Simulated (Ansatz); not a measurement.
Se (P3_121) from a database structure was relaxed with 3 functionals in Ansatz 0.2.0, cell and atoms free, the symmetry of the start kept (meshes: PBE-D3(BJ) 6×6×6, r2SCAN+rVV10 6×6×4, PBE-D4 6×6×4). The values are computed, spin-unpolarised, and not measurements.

The PBE-D4 result:
```
Se
1.0
     4.06467    0.00000    0.00000
    -2.03234    3.52011    0.00000
     0.00000    0.00000    5.12809
Se
3
Direct
  0.24735 0.00000 0.33333
  0.00000 0.24735 0.66667
  0.75265 0.75265 0.00000
```

It is trigonal, P3_121 (No. 152); a = 4.065 Å, c = 5.128 Å in the conventional setting, 24.46 Å³ an atom. Se has 2 Se at 2.44 Å.

(1) What lattice does r2SCAN+rVV10 give?

(2) How does the cell change with PBE-D3(BJ)?

## Answers

(1) a = 4.293 Å, c = 5.041 Å; the volume differs by +9.6 % from PBE-D4's. Se has 2 Se at 2.39 Å.

(2) a = 4.071 Å, c = 5.126 Å; the volume differs by +0.2 % from PBE-D4's. Around Se lie 2 Se at 2.44 Å.
